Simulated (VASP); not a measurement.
# CuAu (P4/mmm) in VASP: further runs, part 2 of 2

VASP 6.6.1.

**4. Single point, PBE**

File INCAR:

```
SYSTEM = CuAu
ADDGRID  = .FALSE.      
ALGO     = Normal         ! electronic algorithm
EDIFF    = 1E-6           ! SCF threshold, eV
ENCUT    = 520            ! plane-wave cutoff, eV
GGA      = PE             ! functional
ISIF     = 2              ! what is computed and relaxed
ISMEAR   = 1              ! smearing method
LASPH    = .TRUE.         ! aspherical terms in the spheres
LCHARG   = .FALSE.        ! write CHGCAR
LREAL    = .FALSE.        ! projectors in reciprocal space
LWAVE    = .FALSE.        ! write WAVECAR
NBANDS   = 18             ! bands
NELM     = 100            ! most SCF steps
PREC     = Normal         ! precision mode
SIGMA    = 0.2            ! smearing width, eV
```

File KPOINTS:

```
k-points
0
G
  10 10 8
  0 0 0
```

File POSCAR:

```
CuAu
1.0
    2.8107494552      0.0000000000      0.0000000000
    0.0000000000      2.8107494552      0.0000000000
    0.0000000000      0.0000000000      3.6850000000
Au Cu
1 1
Direct
    0.0257070000      0.0114430000     -0.0258500000
    0.4994280000      0.4658820000      0.5068750000
```

Potentials or basis: VASP PAW PBE potentials, release 64 (Au, Cu).

Command:

```console
$ cat potpaw_PBE.64/Au/POTCAR potpaw_PBE.64/Cu/POTCAR > POTCAR
$ mpirun -np 1 vasp_std > vasp.out
```

OUTCAR:

```text
SYSTEM = CuAu
   EDIFF = 1E-6
   ENCUT = 520
   GGA = PE
   ISIF = 2
   ISMEAR = 1
   LASPH = .TRUE.
   LREAL = .FALSE.
   NELM = 100
   PREC = Normal

 Found    404 irreducible k-points:

 Following reciprocal coordinates:
            Coordinates               Weight
  0.000000  0.000000  0.000000      1.000000
  0.100000  0.000000  0.000000      2.000000
  0.000000  0.100000  0.000000      2.000000
  0.200000  0.000000  0.000000      2.000000
  0.000000  0.200000  0.000000      2.000000
  0.300000  0.000000  0.000000      2.000000
   k-points           NKPTS =    404   k-points in BZ     NKDIM =    404   number of bands    NBANDS=     18
   number of dos      NEDOS =    301   number of ions     NIONS =      2
   total plane-waves  NPLWV =   6144
   dimension x,y,z NGX =    16 NGY =   16 NGZ =   24
   dimension x,y,z NGXF=    32 NGYF=   32 NGZF=   48
   ions per type =               1   1
   NGX,Y,Z   is equivalent  to a cutoff of   9.46,  9.46, 10.83 a.u.
   NGXF,Y,Z  is equivalent  to a cutoff of  18.93, 18.93, 21.65 a.u.
 SYSTEM =  CuAu
   PREC   = normal    normal or accurate (medium, high low for compatibility)
   ISTART =      0    job   : 0-new  1-cont  2-samecut
   ICHARG =      2    charge: 1-file 2-atom 10-const
   ISPIN  =      1    spin polarized calculation?
   LNONCOLLINEAR =      F non collinear calculations
   LSORBIT =      F    spin-orbit coupling
   LASPH  =      T    aspherical Exc in radial PAW
   ENCUT  =  520.0 eV  38.22 Ry    6.18 a.u.   5.23  5.23  6.85*2*pi/ulx,y,z
   NELM   =    100;   NELMIN=  2; NELMDL= -5     # of ELM steps
   EDIFF  = 0.1E-05   stopping-criterion for ELM
   LREAL  =      F    real-space projection
   EDIFFG = 0.1E-04   stopping-criterion for IOM
   NSW    =      0    number of steps for IOM
   IBRION =     -1    ionic relax: 0-MD 1-quasi-New 2-CG
   NFREE  =      0    steps in history (QN), initial steepest desc. (CG)
   ISIF   =      2    stress and relaxation
   ISYM   =      2    0-nonsym 1-usesym 2-fastsym
   POTIM  = 0.5000    time-step for ionic-motion
   TEBEG  =    0.0;   TEEND  =   0.0 temperature during run
   PSTRESS=    0.0 pullay stress
   NELECT =      22.0000    total number of electrons
   NUPDOWN=      -1.0000    fix difference up-down
   EMIN   =  10.00;   EMAX   =-10.00  energy-range for DOS
   EFERMI =   0.00;   METHOD = LEGACY
   ISMEAR =     1;   SIGMA  =   0.20  broadening in eV -4-tet -1-fermi 0-gaus
   EFERMI_NEDOS =   21; number of points for ismear=-14 and -15
   IALGO  =     38    algorithm
   IMIX   =      4    mixing-type and parameters
     AMIX     =   0.40;   BMIX     =  1.00
     AMIX_MAG =   1.60;   BMIX_MAG =  1.00
  volume/ion in A,a.u.               =      14.56        98.23
  Fermi-wavevector in a.u.,A,eV,Ry     =   1.491152  2.817868 30.253005  2.223533
  Thomas-Fermi vector in A             =   2.603843
   LORBIT       =      0    0 simple, 1 ext, 2 COOP (PROOUT), +10 PAW based schemes
   GGA     = PE    functional components
   LHFCALC =     F    Hartree Fock is set to
   AEXX    =    0.0000 exact exchange contribution
   IVDW    =     0    specifies the selected vdW correction
   LEPSILON=     F    determine dielectric tensor
   LRPA    =     F    only Hartree local field effects (RPA)
 non-spin polarized calculation
 Methfessel and Paxton  Order N= 1 SIGMA  =   0.20
  energy-cutoff  :      520.00
  volume of cell :       29.11
 maximum number of plane-waves:       802
   NGX = 11   NGY = 11   NGZ = 13

 number of electron      21.9999924 magnetization

 Free energy of the ion-electron system (eV)
  ---------------------------------------------------
  ext. energy  EPLUGINS =         0.00000000
  ---------------------------------------------------
  free energy    TOTEN  =        -6.95065748 eV

  energy without entropy =       -6.95095812  energy(sigma->0) =       -6.95075769

 E-fermi :   8.7363     XC(G=0): -12.6534

 val. band max:        8.7357449992   @ k =  -0.1000   0.5000   0.3750
 cond. band min:       8.7420147055   @ k =   0.5000   0.1000   0.5000
 fundamental gap:      0.0062697064
 Fermi energy:         8.7362682153

 k-point     1 :       0.0000    0.0000    0.0000
  band No.  band energies     occupation
      1      -1.0422      2.00000
      2       2.1098      2.00000
      3       2.2634      2.00000
      4       4.6082      2.00000
      5       4.6870      2.00000
      6       5.7166      2.00000
[... 10 lines left out ...]
     17      25.4534      0.00000
     18      26.2519      0.00000

 k-point     2 :       0.1000    0.0000    0.0000
  band No.  band energies     occupation
      1      -0.8098      2.00000
      2       2.2233      2.00000
      3       2.3959      2.00000
      4       4.4813      2.00000
      5       4.7171      2.00000
      6       5.6026      2.00000
[... 10 lines left out ...]
     17      26.2992      0.00000
     18      27.1919      0.00000

 k-point     3 :       0.0000    0.1000    0.0000
  band No.  band energies     occupation
      1      -0.8106      2.00000
      2       2.2147      2.00000
      3       2.4055      2.00000
      4       4.5164      2.00000
      5       4.6820      2.00000
      6       5.6098      2.00000
[... 10 lines left out ...]
     17      26.3119      0.00000
     18      27.0693      0.00000

 k-point     4 :       0.2000    0.0000    0.0000
  band No.  band energies     occupation
      1      -0.1577      2.00000
      2       2.4421      2.00000
      3       2.8656      2.00000
      4       4.1056      2.00000
      5       4.8354      2.00000
      6       5.3090      2.00000
[... 10 lines left out ...]
     17      25.7779      0.00000
     18      27.4683      0.00000

 k-point     5 :       0.0000    0.2000    0.0000
  band No.  band energies     occupation
      1      -0.1612      2.00000
      2       2.4306      2.00000
      3       2.8812      2.00000
      4       4.1372      2.00000
      5       4.8043      2.00000
      6       5.3295      2.00000
[... 10 lines left out ...]
     17      25.8096      0.00000
     18      27.5189      0.00000

 k-point     6 :       0.3000    0.0000    0.0000
  band No.  band energies     occupation
      1       0.7656      2.00000
      2       2.7278      2.00000
      3       3.5066      2.00000
      4       3.6803      2.00000
      5       4.9048      2.00000
      6       5.0430      2.00000
[... 10 lines left out ...]
     17      23.9931      0.00000
     18      26.3446      0.00000

 [... further k-points ...]

------------------------ aborting loop because EDIFF is reached ----------------------------------------

  FORCE on cell =-STRESS in cart. coord.  units (eV):
  Direction    XX          YY          ZZ          XY          YZ          ZX
  --------------------------------------------------------------------------------------
  -------------------------------------------------------------------------------------
  Total        1.3774416      1.2387529      1.1413794      0.1148960     -0.3477285     -0.2096820
  in kB       75.8057272     68.1731732     62.8143453      6.3231514    -19.1367932    -11.5395816
  external PRESSURE =      68.9310819 kB  Pullay stress =       0.0000000 kB

 VOLUME and BASIS-vectors are now :
 -----------------------------------------------------------------------------
  energy-cutoff  :      520.00
  volume of cell :       29.11
      direct lattice vectors                 reciprocal lattice vectors
     2.810749455  0.000000000  0.000000000     0.355776997  0.000000000  0.000000000
     0.000000000  2.810749455  0.000000000     0.000000000  0.355776997  0.000000000
     0.000000000  0.000000000  3.685000000     0.000000000  0.000000000  0.271370421

 POSITION                                       TOTAL-FORCE (eV/Angst)
 -----------------------------------------------------------------------------------
      0.07226      0.03216      3.58974        -0.304560     -0.505095      0.928756
      1.40377      1.30948      1.86783         0.304560      0.505095     -0.928756
 -----------------------------------------------------------------------------------
    total drift:                               -0.000205     -0.000821     -0.003260

  FREE ENERGIE OF THE ION-ELECTRON SYSTEM (eV)
  ---------------------------------------------------
  free  energy   TOTEN  =        -6.9506574801 eV

  energy  without entropy=       -6.9509581210  energy(sigma->0) =       -6.95075769
```

It took 66 s on 1 thread of Intel Xeon Platinum 8375C at 2.90GHz (Ice Lake), shared host; peak memory 0.27 GiB.

The run converged, but some of its settings lie outside the range that counts as converged, so its numbers aren't taken as properties of the crystal.

Results:

```
Free energy            : -6.9507 eV
Pressure               : 6.9 GPa
Largest force          : 1.100 eV/Å
Band gap on the k mesh : none (metal or under the smearing width)
```

**5. Single point, PBE**

Changes to INCAR since step 4:

```diff
@@ -10,3 +10,3 @@
 LCHARG   = .FALSE.        ! write CHGCAR
-LREAL    = .FALSE.        ! projectors in reciprocal space
+LREAL    = Auto         
 LWAVE    = .FALSE.        ! write WAVECAR
@@ -14,3 +14,3 @@
 NELM     = 100            ! most SCF steps
-PREC     = Normal         ! precision mode
+PREC     = Accurate       ! precision mode
 SIGMA    = 0.2            ! smearing width, eV
```

KPOINTS is that of step 4.

File POSCAR:

```
CuAu
1.0
    2.8107494552      0.0000000000      0.0000000000
    0.0000000000      2.8107494552      0.0000000000
    0.0000000000      0.0000000000      3.6850000000
Au Cu
1 1
Direct
    0.0000000000      0.0000000000      0.0000000000
    0.5000000000      0.5000000000      0.5000000000
```

Command:

```console
$ cat potpaw_PBE.64/Au/POTCAR potpaw_PBE.64/Cu/POTCAR > POTCAR
$ mpirun -np 1 vasp_std > vasp.out
```

It took 72 s on 1 thread of Intel Xeon Platinum 8375C at 2.90GHz (Ice Lake), shared host; peak memory 0.15 GiB.

These settings aren't checked as converged: the numbers below hold their error.

What came out:

| Property | Result |
| --- | --- |
| Free energy | -7.0464 eV |
| Pressure | 4.7 GPa |
| Band gap on the k mesh | none (metal or under the smearing width) |

**6. Single point, PBE**

INCAR is that of step 5.

KPOINTS is that of step 5.

File POSCAR:

```
CuAu
1.0
    2.8107494552      0.0000000000      0.0000000000
    0.0000000000      2.8107494552      0.0000000000
    0.0000000000      0.0000000000      3.6850000000
Au Cu
1 1
Direct
    0.0257070000      0.0114430000     -0.0258500000
    0.4994280000      0.4658820000      0.5068750000
```

Potentials or basis: VASP PAW PBE potentials, release 64 (Au, Cu).

Command:

```console
$ cat potpaw_PBE.64/Au/POTCAR potpaw_PBE.64/Cu/POTCAR > POTCAR
$ mpirun -np 1 vasp_std > vasp.out
```

Wall time 4.5 min (1 thread of Intel Xeon Platinum 8375C at 2.90GHz (Ice Lake), shared host); peak memory 0.25 GiB.

These settings aren't checked as converged: the numbers below hold their error.

Results:

```
Free energy            : -6.9515 eV
Pressure               : 6.9 GPa
Largest force          : 1.099 eV/Å
Band gap on the k mesh : none (metal or under the smearing width)
```
